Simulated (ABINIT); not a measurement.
Runs of ABINIT 10.8.3 (patched build) on SiC. The structure is hexagonal, space group P6_3mc (No. 186). The conventional cell has a = 3.076 Å, b = 3.076 Å, c = 10.071 Å, α = 90.00°, β = 90.00°, γ = 120.00°. Si (site symmetry 3m) has 4 C at 1.88 to 1.89 Å as nearest neighbours. Si (site symmetry 3m) is surrounded by 4 C at 1.88 to 1.89 Å. C (site symmetry 3m) has 4 Si at 1.88 to 1.89 Å as nearest neighbours. C (site symmetry 3m) has 4 Si at 1.88 to 1.89 Å as nearest neighbours. The cell is a database's computed one.

```tsv
task	level	potentials or basis	cell	k mesh	cutoff (eV)	fine-grid cutoff	cell freedom (optcell)	cutoff smearing ecutsm (Ha)	optimiser (ionmov)	force stop (Ha/bohr)	gap on the mesh (eV)	pressure (GPa)	largest force (eV/Å)
band structure	BP86	JTH PAW PBE v2.0	as given	10 × 10 × 3	517	1034.03 eV	-	-	-	-	2.30	4.7	0.01
band structure	PBEsol	JTH PAW PBE v2.0	as given	10 × 10 × 3	517	1034.03 eV	-	-	-	-	(a)	0.0	0.01
band structure	PBE	PseudoDojo NC SR PBE v0.5 stringent	as given	10 × 10 × 3	1116	-	-	-	-	-	2.23	(b)	0.01
single point	r2SCAN	JTH PAW PBE v2.0	as given	13 × 13 × 4	626	1224.51 eV	-	-	-	-	2.64	2.0	0.05
relaxation of cell and atoms	revPBE	JTH PAW PBE v2.0	relaxed	10 × 10 × 3	517	1034.03 eV	2	0.5	22	0.0001	2.24	0.0	-
```

Alike in all rows: no spin polarisation; smearing fermi-dirac 0.05 eV.

Q: Estimate the missing entries.

A: (a) 2.12; (b) 3.9.

Caveats: the PAW data sets were made with another functional, which shifts forces and pressure a little (some runs); an odd mesh through Γ misses points on the zone boundary, where band edges often lie (some runs).
